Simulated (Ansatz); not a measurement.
SiC: do the settings matter for the field gradients?

This input was run with Ansatz:

```yaml
crystal:
  lattice:
    - [3.076, 0.0, 0.0]
    - [-1.538, 2.663894142, 0.0]
    - [0.0, 0.0, 5.048]
  atoms:
    - { symbol: Si, position: [0.3333333333, 0.6666666667, 0.0] }
    - { symbol: Si, position: [0.6666666667, 0.3333333333, 0.5] }
    - { symbol: C, position: [0.3333333333, 0.6666666667, 0.385] }
    - { symbol: C, position: [0.6666666667, 0.3333333333, 0.885] }
kpoints:
  mp_grid: { grid: [16, 16, 9] }
scf:
  occupations: { method: fermi_dirac, width: 0.15 }
  convergence: { dr2_threshold: 1.0e-06 }
hamiltonian:
  xc: lda
  pseudopotentials: { kind: paw }
output:
  forces: true
  stress: true
  populations: true
  efg: { contact_densities: true }
  write_density: true
  write_potential: true
  elf: true
  volumetric_format: npy
```

It converged. Of its output the block on the nuclei alone is shown, without the SCF iterations, energies, forces and stress (one atom of each set):

```
--- PAW observables at the nuclei: V_zz in 10²¹ V/m², potentials from the cell's mean, atoms counted from 1 ---
  atom   1  Si V_zz =    +1.669677   η = 0.0000   by run symmetry: allowed
            electrostatic potential = -1362.407513 V   contact ρ = 12688.096876 e/Å³
  atom   3  C  V_zz =    +0.232215   η = 0.0000   by run symmetry: allowed
            electrostatic potential = -418.670510 V   contact ρ = 850.413750 e/Å³
```

(1) Can these gradients be trusted, and how do they compare with a run on standard settings?

Answers

(1) They agree with the standard run. Against the standard input the change is `hamiltonian.xc`: pbe → lda; `scf.convergence.dr2_threshold`: not typed → 1e-06; `scf.occupations.width`: 0.02 → 0.15. A site carries the number of its first atom; V_zz in 10²¹ V/m².

```
site  atom  V_zz standard  η standard  V_zz here  η here
  Si     1           1.68        0.00       1.67    0.00
   C     3           0.24        0.00       0.23    0.00
```

No V_zz moves by more than 0.01. The gap of 2.4 eV is far wider than the smearing, so the levels stay full or empty whatever the smearing's form; with a small gap this would fail. Its pressure is -4 GPa, against 4 GPa in the reference run. SCF iterations: 6 and 6. New warnings: force scf threshold loose, stress scf threshold loose.

On the reference run: At this cell the principal stresses reach 5 GPa in size with PBE, which can matter for small gradients. The largest force is 0.8 eV/Å, so the atoms aren't at the calculated equilibrium and relaxing them would move these values.
